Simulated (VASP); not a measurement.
Here is a VASP 6.6.1 calculation.

INCAR

```
SYSTEM = MgO2
PREC     = Accurate       ! precision mode
ENCUT    = 600            ! plane-wave cutoff, eV
EDIFF    = 1E-6           ! SCF threshold, eV
ISMEAR   = -1             ! smearing method
SIGMA    = 0.05           ! smearing width, eV
LREAL    = .False.        ! projectors in reciprocal space
LASPH    = .True.         ! aspherical terms in the spheres
NELM     = 100            ! most SCF steps
ALGO     = Normal         ! electronic algorithm
ISIF     = 3              ! what is computed and relaxed
LWAVE    = .False.        ! write WAVECAR
LCHARG   = .False.        ! write CHGCAR
GGA      = B5             ! functional
ALDAX    = 1.0          
AGGAX    = 1.0          
AGGAC    = 1.0          
ALDAC    = 0.0          
IVDW     = 13             ! dispersion correction
VDW_S6   = 1.0          
VDW_S8   = 2.34076671   
VDW_A1   = 0.44488865   
VDW_A2   = 4.0933009    
IBRION   = 2              ! ionic algorithm
NSW      = 40             ! ionic steps
EDIFFG   = -0.02          ! ionic threshold
```

The input KPOINTS:

```
Automatic mesh
0
Gamma
  6 6 6
  0 0 0
```

The input POSCAR:

```
MgO2
1.0
    4.8286124700      0.0000000000      0.0000000000
    0.0000000000      4.8286124700      0.0000000000
    0.0000000000      0.0000000000      4.8286124700
Mg O
4 8
Direct
    0.0000000000      0.0000000000      0.0000000000
    0.5000000000      0.0000000000      0.5000000000
    0.5000000000      0.5000000000      0.0000000000
    0.0000000000      0.5000000000      0.5000000000
    0.5894244400      0.9105755600      0.0894244400
    0.9105755600      0.0894244400      0.5894244400
    0.0894244400      0.5894244400      0.9105755600
    0.4105755600      0.4105755600      0.4105755600
    0.5894244400      0.5894244400      0.5894244400
    0.9105755600      0.4105755600      0.0894244400
    0.0894244400      0.9105755600      0.4105755600
    0.4105755600      0.0894244400      0.9105755600
```

Potentials or basis: VASP PAW PBE potentials, release 64 (Mg, O).

Command:

```sh
$ cat potpaw_PBE.64/Mg/POTCAR potpaw_PBE.64/O/POTCAR > POTCAR
$ mpirun -np 1 vasp_std > vasp.out
```

(1) Predict the relaxed cell.

(2) Predict the space group after relaxing (to 0.05 Å).

(3) What does it give for the dispersion energy per atom?

(4) What does it give for the band gap on the k mesh?

Answers

(1) a = 4.866 Å, b = 4.866 Å, c = 4.866 Å, α = 90.00°, β = 90.00°, γ = 90.00°.

(2) Pa-3 (No. 205).

(3) -0.259 eV.

(4) 3.75 eV, indirect (least direct gap 3.87 eV).
